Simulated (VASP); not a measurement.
Level of theory: revPBE GGA, VASP's PBE PAW potentials (set 64) (plane waves; VASP 6.6.1).

The input files of a VASP run:

File POSCAR:
```
Li3N
1
    3.6097300000     0.0000000000     0.0000000000
   -1.8048650000     3.1261180000     0.0000000000
    0.0000000000     0.0000000000     3.8546400000
Li N
3 1
Direct
  0.0000000000   0.0000000000   0.5000000000
  0.3333330000   0.6666670000   0.0000000000
  0.6666670000   0.3333330000   0.0000000000
  0.0000000000   0.0000000000   0.0000000000
```

### INCAR
```
SIGMA=0.01
ENCUT=400   ! plane-wave cut-off (eV)
LASPH=.TRUE.   ! aspherical one-centre terms
LWAVE=.FALSE.
ISIF=2   ! forces and stress, cell fixed
ISMEAR=0
LREAL=.FALSE.   ! projection in real space or not
ALGO=Normal   ! blocked Davidson
LCHARG=.FALSE.
SYSTEM=Li3N
NELM=100   ! most electronic steps
PREC=Accurate
EDIFF=1E-6   ! SCF stop (eV)
GGA=RE
```

KPOINTS:
```
Automatic mesh
0
Gamma
11 11 9
0 0 0
```

POTCAR, in this order: Li_sv N (PBE.64 set). Program: vasp_std.

Output

**OUTCAR**
```
 ion  position               nearest neighbor table
   1  0.000  0.000  0.500-   4 1.93   4 1.93
   2  0.333  0.667  0.000-   4 2.08   3 2.08   3 2.08   4 2.08   4 2.08   3 2.08
   3  0.667  0.333  0.000-   4 2.08   2 2.08   2 2.08   4 2.08   4 2.08   2 2.08
   4  0.000  0.000  0.000-   1 1.93   1 1.93   3 2.08   2 2.08   3 2.08   2 2.08   3 2.08   2 2.08
  LATTYP: Found a hexagonal cell.
 ALAT       =     3.6097300000
 C/A-ratio  =     1.0678471797
 Subroutine PRICEL returns:
 Original cell was already a primitive cell.
 Subroutine GETGRP returns: Found 24 space group operations
The static configuration has the point symmetry D_6h.
The dynamic configuration has the point symmetry D_6h.
 Subroutine INISYM returns: Found 24 space group operations
 Subroutine IBZKPT returns following result:
 Found     80 irreducible k-points:

 Following reciprocal coordinates:
            Coordinates               Weight
  0.000000  0.000000  0.000000      1.000000
  0.090909  0.000000  0.000000      6.000000
  0.181818  0.000000  0.000000      6.000000
  0.272727  0.000000  0.000000      6.000000
  0.363636  0.000000  0.000000      6.000000
  0.454545  0.000000  0.000000      6.000000
  0.090909  0.090909  0.000000      6.000000
  0.181818  0.090909  0.000000     12.000000
  0.272727  0.090909  0.000000     12.000000
  0.363636  0.090909  0.000000     12.000000
  0.454545  0.090909  0.000000      6.000000
  0.181818  0.181818  0.000000      6.000000
  0.272727  0.181818  0.000000     12.000000
  0.363636  0.181818  0.000000     12.000000
  0.272727  0.272727  0.000000      6.000000
  0.363636  0.272727  0.000000      6.000000
  0.000000  0.000000  0.111111      2.000000
  0.090909  0.000000  0.111111     12.000000
  0.181818  0.000000  0.111111     12.000000
  0.272727  0.000000  0.111111     12.000000
  0.363636  0.000000  0.111111     12.000000
...
```

**OSZICAR**
```
       N       E                     dE             d eps       ncg     rms          rms(c)
DAV:   1     0.520141679820E+02    0.52014E+02   -0.59302E+03  1768   0.114E+03
DAV:   2    -0.104918128699E+02   -0.62506E+02   -0.58544E+02  2358   0.230E+02
DAV:   3    -0.184366472752E+02   -0.79448E+01   -0.79063E+01  2783   0.733E+01
DAV:   4    -0.191004731411E+02   -0.66383E+00   -0.66329E+00  2575   0.180E+01
DAV:   5    -0.191093945811E+02   -0.89214E-02   -0.89212E-02  2410   0.258E+00    0.997E+00
DAV:   6    -0.150279530342E+02    0.40814E+01   -0.25126E+01  1899   0.229E+01    0.449E+00
DAV:   7    -0.149080388879E+02    0.11991E+00   -0.14878E+00  2406   0.719E+00    0.238E+00
DAV:   8    -0.148463799312E+02    0.61659E-01   -0.33334E-01  2076   0.482E+00    0.118E+00
DAV:   9    -0.148365802464E+02    0.97997E-02   -0.47532E-02  2180   0.144E+00    0.378E-01
DAV:  10    -0.148378774028E+02   -0.12972E-02   -0.40621E-03  2151   0.377E-01    0.852E-02
DAV:  11    -0.148377419249E+02    0.13548E-03   -0.17350E-03  2330   0.201E-01    0.313E-02
DAV:  12    -0.148377509234E+02   -0.89984E-05   -0.13212E-04  2113   0.757E-02    0.157E-02
DAV:  13    -0.148377487756E+02    0.21477E-05   -0.23590E-05  2234   0.332E-02    0.130E-03
DAV:  14    -0.148377480624E+02    0.71320E-06   -0.15376E-06  1874   0.944E-03
   1 F= -.14837748E+02 E0= -.14837748E+02  d E =-.280855-155
```

File OUTCAR:
```
------------------------ aborting loop because EDIFF is reached ----------------------------------------
  FORCE on cell =-STRESS in cart. coord.  units (eV):
  Direction    XX          YY          ZZ          XY          YZ          ZX
  --------------------------------------------------------------------------------------
  Total       -0.8665613     -0.8665614     -1.1622539     -0.0000000      0.0000000      0.0000000
  in kB      -31.9187576    -31.9187600    -42.8102437     -0.0000000      0.0000000      0.0000000
  external PRESSURE =     -35.5492538 kB  Pullay stress =       0.0000000 kB
  volume of cell :       43.50
      direct lattice vectors                 reciprocal lattice vectors
     3.609730000  0.000000000  0.000000000     0.277029030  0.159942779  0.000000000
    -1.804865000  3.126118000  0.000000000     0.000000000  0.319885558  0.000000000
     0.000000000  0.000000000  3.854640000     0.000000000  0.000000000  0.259427599
 POSITION                                       TOTAL-FORCE (eV/Angst)
 -----------------------------------------------------------------------------------
      0.00000      0.00000      1.92732         0.000000      0.000000      0.000000
     -0.00000      2.08408      0.00000        -0.000000      0.000000      0.000000
      1.80487      1.04204      0.00000         0.000000      0.000000      0.000000
      0.00000      0.00000      0.00000         0.000000      0.000000      0.000000
 -----------------------------------------------------------------------------------
    total drift:                                0.000000     -0.000000      0.000000
  FREE ENERGIE OF THE ION-ELECTRON SYSTEM (eV)
  ---------------------------------------------------
  free  energy   TOTEN  =       -14.8377480624 eV

  energy  without entropy=      -14.8377480624  energy(sigma->0) =      -14.83774806
```
(Selected blocks of OUTCAR.)

At this cut-off the stress carries a Pulay error, which pulls relaxed volumes low.

The structure comes from a computed database's Li3N entry; how it stands against other phases isn't given here. The cell was not relaxed at this level.
